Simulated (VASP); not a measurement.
Li2Se: band structure with r2SCAN

Crystal: Li2Se.

```xyz
3
Lattice="0.0000 3.0025 3.0025 3.0025 0.0000 3.0025 3.0025 3.0025 0.0000" Properties=species:S:1:pos:R:3 pbc="T T T"
Se    0.0000    0.0000    0.0000
Li    4.5038    4.5038    4.5038
Li    1.5012    1.5012    1.5012
```

```
Program                : VASP 6.6.1
Task                   : band structure
Functional             : r2SCAN
Potentials or basis    : VASP PAW PBE potentials, release 64 (Se, Li_sv)
Cutoff                 : 520 eV
k mesh                 : 6 × 6 × 6
Occupations            : fermi-dirac, width 0.05 eV
Spin                   : spin-orbit coupling, no magnetisation
Further INCAR settings : ALGO = Normal; EDIFF = 1e-07
```

```yaml
Valence_electrons_inside_the_program's_atomic_spheres: Se 3.98; Li 2.03
```

Wall time 24 min on 1 thread of Intel(R) Xeon(R) Platinum 8259CL CPU @ 2.50GHz (Skylake/Cascade Lake), on a shared host, peak memory 0.38 GiB.
